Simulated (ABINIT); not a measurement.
# CuO (P-1) in ABINIT: further runs

Runs on CuO. Level: PBEsol. Tasks: single point.

Everything below comes from runs of ABINIT 10.8.3 (patched build). Logs are shortened: lines on timing, memory, paths and dates and some standing lists are left out, and cuts for length are marked. The log counts tension as positive stress, the text compression.

### 1 The crystal as given

The typed cell holds 4 atoms: a = 2.880 Å, b = 2.880 Å, c = 5.176 Å, α = 89.81°, β = 89.81°, γ = 89.22°.

The cell comes from a database or a generator and needn't be the stable form of this composition.

### 2 Single point, PBEsol

The input, run.abi:

```
pp_dirpath "./"
pseudos "Cu.upf, O.upf"

acell 2.8795009639 2.8795445824 5.1763974908 Angstrom
rprim
     1.0000000000     0.0000000000     0.0000000000
     0.0135690756     0.9999079359     0.0000000000
     0.0033798383     0.0033314483     0.9999887390
ntypat 2
znucl 29 8
natom 4
typat 1 1 2 2
xcart
     0.0369184058     2.7205248263     0.0000000000
     2.7372648430     0.0162940698     4.8909317075
     5.4578081029     0.0335336635     7.3352931889
     0.0905583946     5.4401041288     2.4465702261
chkprim 0
chksymtnons 0
tolsym 1.0e-6

ecut 46.0

kptopt 1
ngkpt 7 7 4
nshiftk 1
shiftk 0.0 0.0 0.0

ixc -116133

nband 30
occopt 3
tsmear 0.00183747

nstep 100
tolvrs 1.0e-10

iomode 3
prtwf 0
prteig 0
prtebands 0
enunit 1
prtden 1
prtvha 1
prtvclmb 1
prtpot 1
prtelf 1
```

Potentials or basis: PseudoDojo NC SR PBEsol v0.4.1 standard.

Run with:

```bash
$ abinit run.abi > log 2>&1
```

run.abo:

```text
.Version 10.8.3 of ABINIT
 Symmetries : space group P-1 (#  2); Bravais aP (primitive triclinic)
================================================================================
 Values of the parameters that define the memory need of the present run
     intxc =       0    ionmov =       0      iscf =       7    lmnmax =       6
     lnmax =       6     mgfft =      60  mpssoang =       3    mqgrid =    3001
     natom =       4  nloc_mem =       1    nspden =       1   nspinor =       1
    nsppol =       1      nsym =       2    n1xccc =    2501    ntypat =       2
    occopt =       3   xclevel =       2
       mpw =        4342          nfft =       77760          nkpt =          99
================================================================================
================================================================================

--------------------------------------------------------------------------------
------------- Echo of variables that govern the present computation ------------
--------------------------------------------------------------------------------
 -outvars: echo values of preprocessed input variables --------
            acell      5.4414682011E+00  5.4415506281E+00  9.7819735764E+00 Bohr
              amu      6.35460000E+01  1.59994000E+01
          chkprim           0
      chksymtnons           0
             ecut      4.60000000E+01 Hartree
           enunit           1
                       outvar_i_n : Printing only first  50 k-points.
              ixc     -116133
                       outvar_i_n : Printing only first  50 k-points.
         kptrlatt        7    0    0      0    7    0      0    0    4
          kptrlen      3.80902774E+01
            natom           4
            nband          30
            ngfft          36      36      60
             nkpt          99
            nstep         100
             nsym           2
           ntypat           2
                       prtocc : prtvol=0, do not print more k-points.
           occopt           3
        prtebands           0
           prteig           0
           prtelf           1
           prtpot           1
         prtvclmb           1
           prtvha           1
            prtwf           0
            rprim      1.0000000000E+00  0.0000000000E+00  0.0000000000E+00
                       1.3569075600E-02  9.9990793590E-01  0.0000000000E+00
                       3.3798383000E-03  3.3314483000E-03  9.9998873900E-01
          spgroup           2
           tolsym      1.00000000E-06
           tolvrs      1.00000000E-10
           tsmear      1.83747000E-03 Hartree
            typat      1  1  2  2
                       outvars : Printing only first  50 k-points.
           xangst      1.9536378999E-02  1.4396397388E+00  0.0000000000E+00
                       1.4484981751E+00  8.6224492478E-03  2.5881695997E+00
                       2.8881476687E+00  1.7745250389E-02  3.8816699900E+00
                       4.7921439731E-02  2.8787791278E+00  1.2946692094E+00
            xcart      3.6918405800E-02  2.7205248263E+00  0.0000000000E+00
                       2.7372648449E+00  1.6294067613E-02  4.8909317108E+00
                       5.4578081050E+00  3.3533663271E-02  7.3352931922E+00
                       9.0558396651E-02  5.4401041286E+00  2.4465702294E+00
             xred     -1.8295457449E-11  4.9999999963E-01  0.0000000000E+00
                       4.9999999998E-01 -3.6907543688E-10  5.0000000000E-01
                       9.9842396964E-01  1.6717800094E-03  7.4988709983E-01
                       1.5760303208E-03  9.9832821925E-01  2.5011290017E-01
            znucl       29.00000    8.00000

================================================================================

 chkinp: Checking input parameters for consistency.

================================================================================
== DATASET  1 ==================================================================

--- !DatasetInfo
iteration_state: {dtset: 1, }
dimensions: {natom: 4, nkpt: 99, mband: 30, nsppol: 1, nspinor: 1, nspden: 1, mpw: 4342, }
cutoff_energies: {ecut:  46.0, pawecutdg:  -1.0, }
electrons: {nelect:   5.00000000E+01, charge:   0.00000000E+00, occopt:   3.00000000E+00, tsmear:   1.83747000E-03, }
meta: {optdriver: 0, ionmov: 0, optcell: 0, iscf: 7, paral_kgb: 0, }
...

 Real(R)+Recip(G) space primitive vectors, cartesian coordinates (Bohr,Bohr^-1):
 R(1)=  5.4414682  0.0000000  0.0000000  G(1)=  0.1837739 -0.0024939 -0.0006128
 R(2)=  0.0738368  5.4410497  0.0000000  G(2)=  0.0000000  0.1837881 -0.0006123
 R(3)=  0.0330615  0.0325881  9.7818634  G(3)=  0.0000000  0.0000000  0.1022300
 Unit cell volume ucvol=  2.8961455E+02 bohr^3
 Angles (23,13,12)=  8.98065116E+01  8.98063492E+01  8.92225254E+01 degrees

 getcut: wavevector=  0.0000  0.0000  0.0000  ngfft=  36  36  60
         ecut(hartree)=     46.000   => boxcut(ratio)=   2.00903

--- Pseudopotential description ------------------------------------------------
- pspini: atom type   1  psp file is ./Cu.upf
12 -116133 2 -1 1492                          pspcod,pspxc,lmax,lloc,mmax
     nproj     2     2     2

- pspini: atom type   2  psp file is ./O.upf
12 -116133 2 -1 936                           pspcod,pspxc,lmax,lloc,mmax
     nproj     2     2     1

   2.78639942E+03                                ecore*ucvol(ha*bohr**3)
--------------------------------------------------------------------------------

================================================================================

--- !BeginCycle
iteration_state: {dtset: 1, }
solver: {iscf: 7, nstep: 100, nline: 4, wfoptalg: 0, }
tolerances: {tolvrs: 1.00E-10, }
...

     iter   Etot(hartree)      deltaE(h)  residm     vres2
 ETOT  1  -408.43375217702    -4.084E+02 3.708E-01 7.907E+03
 ETOT  2  -406.36222865966     2.072E+00 1.486E-01 2.394E+04
 ETOT  3  -411.38206223851    -5.020E+00 1.054E-01 1.707E+03
 ETOT  4  -411.63088784786    -2.488E-01 2.381E-02 7.330E+02
 ETOT  5  -411.74134071005    -1.105E-01 6.265E-03 3.582E+02
 ETOT  6  -411.77886663281    -3.753E-02 8.219E-03 1.339E+02
 ETOT  7  -411.81037984532    -3.151E-02 3.041E-03 2.139E+01
 ETOT  8  -411.81234334715    -1.964E-03 1.732E-03 2.380E+00
 ETOT  9  -411.81282944341    -4.861E-04 1.299E-03 2.981E-01
 ETOT 10  -411.81286606198    -3.662E-05 9.901E-04 1.029E-02
 ETOT 11  -411.81286739377    -1.332E-06 7.568E-04 8.149E-06
 ETOT 12  -411.81286739503    -1.265E-09 7.205E-04 1.484E-06
 ETOT 13  -411.81286739532    -2.880E-10 4.725E-04 3.127E-08
 ETOT 14  -411.81286739532     2.217E-12 3.053E-04 1.230E-08
 ETOT 15  -411.81286739532    -1.592E-12 2.725E-04 2.731E-10
 ETOT 16  -411.81286739532    -2.842E-12 1.041E-04 1.076E-11

 At SCF step   16       vres2   =  1.08E-11 < tolvrs=  1.00E-10 =>converged.

 Compute ELF
--------------------------------------------------------------------------------

 Compute kinetic energy density

 Compute gradient of the electron density
 Electron Localization Function (ELF) [min:0;max:1]
)     Maximum=    8.6000E-01  at reduced coord.    0.0000    0.1667    0.2000
)     Minimum=    9.8028E-04  at reduced coord.    0.0000    0.0000    0.7500
   Integrated=    7.6145E+01

--------------------------------------------------------------------------------
 End of ELF section

 Cartesian components of stress tensor (hartree/bohr^3)
  sigma(1 1)=  3.36680690E-05  sigma(3 2)=  3.46324977E-07
  sigma(2 2)=  3.48673865E-05  sigma(3 1)=  7.61077669E-07
  sigma(3 3)=  1.67980754E-04  sigma(2 1)=  3.44754968E-06

--- !ResultsGS
iteration_state: {dtset: 1, }
comment   : Summary of ground state results
lattice_vectors:
- [  5.4414682,   0.0000000,   0.0000000, ]
- [  0.0738368,   5.4410497,   0.0000000, ]
- [  0.0330615,   0.0325881,   9.7818634, ]
lattice_lengths: [   5.44147,    5.44155,    9.78197, ]
lattice_angles: [ 89.807,  89.806,  89.223, ] # degrees, (23, 13, 12)
lattice_volume:   2.8961455E+02
convergence: {deltae: -2.842E-12, res2:  1.076E-11, residm:  1.041E-04, diffor: null, }
etotal    :  -4.11812867E+02
entropy   :   0.00000000E+00
fermie    :   2.34762571E-01
cartesian_stress_tensor: # hartree/bohr^3
- [  3.36680690E-05,   3.44754968E-06,   7.61077669E-07, ]
- [  3.44754968E-06,   3.48673865E-05,   3.46324977E-07, ]
- [  7.61077669E-07,   3.46324977E-07,   1.67980754E-04, ]
pressure_GPa:  -2.3195E+00
xred      :
- [ -1.8295E-11,   5.0000E-01,   0.0000E+00, Cu]
- [  5.0000E-01,  -3.6908E-10,   5.0000E-01, Cu]
- [  9.9842E-01,   1.6718E-03,   7.4989E-01,  O]
- [  1.5760E-03,   9.9833E-01,   2.5011E-01,  O]
cartesian_forces: # hartree/bohr
- [ -0.00000000E+00,  -0.00000000E+00,  -0.00000000E+00, ]
- [ -0.00000000E+00,  -0.00000000E+00,  -0.00000000E+00, ]
- [  1.25942274E-04,  -1.56505738E-04,   1.73978757E-04, ]
- [ -1.25942274E-04,   1.56505738E-04,  -1.73978757E-04, ]
force_length_stats: {min:   0.00000000E+00, max:   2.65751971E-04, mean:   1.32875986E-04, }
...

 Integrated electronic density in atomic spheres:
 ------------------------------------------------
 Atom  Sphere_radius  Integrated_density
    1        2.00000         17.30407983
    2        2.00000         17.30465822
    3        2.00000          6.19495646
    4        2.00000          6.19495646
================================================================================

 ----iterations are completed or convergence reached----

 Mean square residual over all n,k,spin=   14.305E-08; max=  10.408E-05
 reduced coordinates (array xred) for    4 atoms
      -0.000000000018      0.499999999631      0.000000000000
       0.499999999982     -0.000000000369      0.500000000000
       0.998423969643      0.001671780009      0.749887099833
       0.001576030321      0.998328219252      0.250112900167
 rms dE/dt=  8.2382E-04; max dE/dt=  1.7009E-03; dE/dt below (all hartree)
    1       0.000000000000      0.000000000000      0.000000000000
    2       0.000000000000      0.000000000000      0.000000000000
    3      -0.000685310880      0.000842256317     -0.001700900044
    4       0.000685310880     -0.000842256317      0.001700900044

 cartesian coordinates (angstrom) at end:
    1      0.01953637899898     1.43963973879713     0.00000000000000
    2      1.44849817513061     0.00862244924775     2.58816959969393
    3      2.88814766866234     0.01774525038904     3.88166998998238
    4      0.04792143973104     2.87877912782607     1.29466920940548

 cartesian forces (hartree/bohr) at end:
    1     -0.00000000000000    -0.00000000000000    -0.00000000000000
    2     -0.00000000000000    -0.00000000000000    -0.00000000000000
    3      0.00012594227424    -0.00015650573813     0.00017397875663
    4     -0.00012594227424     0.00015650573813    -0.00017397875663
 frms,max,avg= 1.0849279E-04 1.7397876E-04   0.000E+00  0.000E+00  0.000E+00 h/b

 cartesian forces (eV/Angstrom) at end:
    1     -0.00000000000000    -0.00000000000000    -0.00000000000000
    2     -0.00000000000000    -0.00000000000000    -0.00000000000000
    3      0.00647621212848    -0.00804784863212     0.00894634736906
    4     -0.00647621212848     0.00804784863212    -0.00894634736906
 frms,max,avg= 5.5789235E-03 8.9463474E-03   0.000E+00  0.000E+00  0.000E+00 e/A
 length scales=  5.441468201058  5.441550628077  9.781973576448 bohr
              =  2.879500963900  2.879544582400  5.176397490800 angstroms
 Fermi (or HOMO) energy (eV) =   6.38822   Average Vxc (eV)= -12.18045
 Eigenvalues (   eV  ) for nkpt=  99  k points:
 kpt#   1, nband= 30, wtk=  0.00510, kpt=  0.0000  0.0000  0.0000 (reduced coord)
-106.07254 -106.06855  -63.76481  -63.76003  -63.72714  -63.71943  -63.41176  -63.40907
 -13.61142  -12.26531   -2.14671    0.74927    0.77797    2.52751    2.84020    2.84424
   2.99178    3.28715    3.53020    3.98895    3.99917    4.05099    4.13748    4.39220
   7.04048    7.07305    7.79450   12.39687   13.62054   19.84281
 prteigrs : prtvol=0 or 1, do not print more k-points.

--- !EnergyTerms
iteration_state     : {dtset: 1, }
comment             : Components of total free energy in Hartree
kinetic             :  1.95886707397859E+02
hartree             :  1.40914633561913E+02
xc                  : -5.43389725587453E+01
Ewald energy        : -2.40917464926285E+02
psp_core            :  9.62106150596266E+00
local_psp           : -3.90944958961436E+02
non_local_psp       : -7.20333805583378E+01
internal            : -4.11812374539070E+02
'-kT*entropy'       : -4.92856250180177E-04
total_energy        : -4.11812867395320E+02
total_energy_eV     : -1.12059989957590E+04
band_energy         : -4.23650150559391E+01
...

 Cartesian components of stress tensor (hartree/bohr^3)
  sigma(1 1)=  3.36680690E-05  sigma(3 2)=  3.46324977E-07
  sigma(2 2)=  3.48673865E-05  sigma(3 1)=  7.61077669E-07
  sigma(3 3)=  1.67980754E-04  sigma(2 1)=  3.44754968E-06

-Cartesian components of stress tensor (GPa)         [Pressure= -2.3195E+00 GPa]
- sigma(1 1)=  9.90548789E-01  sigma(3 2)=  1.01892326E-02
- sigma(2 2)=  1.02583393E+00  sigma(3 1)=  2.23916781E-02
- sigma(3 3)=  4.94216442E+00  sigma(2 1)=  1.01430413E-01

== END DATASET(S) ==============================================================
================================================================================

 -outvars: echo values of variables after computation  --------
            acell      5.4414682011E+00  5.4415506281E+00  9.7819735764E+00 Bohr
           etotal     -4.1181286740E+02
            fcart     -0.0000000000E+00 -0.0000000000E+00 -0.0000000000E+00
                      -0.0000000000E+00 -0.0000000000E+00 -0.0000000000E+00
                       1.2594227424E-04 -1.5650573813E-04  1.7397875663E-04
                      -1.2594227424E-04  1.5650573813E-04 -1.7397875663E-04
            rprim      1.0000000000E+00  0.0000000000E+00  0.0000000000E+00
                       1.3569075600E-02  9.9990793590E-01  0.0000000000E+00
                       3.3798383000E-03  3.3314483000E-03  9.9998873900E-01
           strten      3.3668069006E-05  3.4867386488E-05  1.6798075426E-04
                       3.4632497692E-07  7.6107766934E-07  3.4475496775E-06
           xangst      1.9536378999E-02  1.4396397388E+00  0.0000000000E+00
                       1.4484981751E+00  8.6224492478E-03  2.5881695997E+00
                       2.8881476687E+00  1.7745250389E-02  3.8816699900E+00
                       4.7921439731E-02  2.8787791278E+00  1.2946692094E+00
             xred     -1.8295457449E-11  4.9999999963E-01  0.0000000000E+00
                       4.9999999998E-01 -3.6907543688E-10  5.0000000000E-01
                       9.9842396964E-01  1.6717800094E-03  7.4988709983E-01
                       1.5760303208E-03  9.9832821925E-01  2.5011290017E-01
 Calculation completed.
```

Wall time 6.8 min (1 thread of Intel Xeon 6975P-C (Granite Rapids), shared host); peak memory 0.27 GiB.

What came out:

* Free energy: -11205.9990 eV
* Pressure: -2.3 GPa
* Largest force: 0.014 eV/Å
* Band gap on the k mesh: none (metal or under the smearing width)
* Valence electrons inside the program's atomic spheres: Cu 17.30; O 6.20

Forces in eV/Å, atoms in the order of the input:
```
Cu   0.000  0.000  0.000
Cu   0.000  0.000  0.000
O    0.006 -0.008  0.009
O   -0.006  0.008 -0.009
```

Stress tensor (GPa, compression positive):
```
-0.99 -0.10 -0.02
-0.10 -1.03 -0.01
-0.02 -0.01 -4.94
```

Levels at points of the mesh, in eV from the Fermi level:
```tsv
k point	band 22	band 23	band 24	band 25	band 26	band 27	band 28	band 29
(0.00, 0.00, 0.00)	-2.34	-2.25	-2.00	0.65	0.68	1.41	6.01	7.23
(0.00, 0.00, 0.50)	-2.29	-1.51	-1.51	0.07	0.07	3.48	3.48	11.41
```

Caveat: the run has no spin polarisation, though such a crystal can be magnetic; semilocal functionals often make such compounds metallic where correlation or magnetic order opens a gap, which also shifts bond lengths. With open d or f shells a metallic result of PBEsol can be an artefact of self-interaction; +U or a hybrid may open a gap.

(Continued in part 2 of 2.)
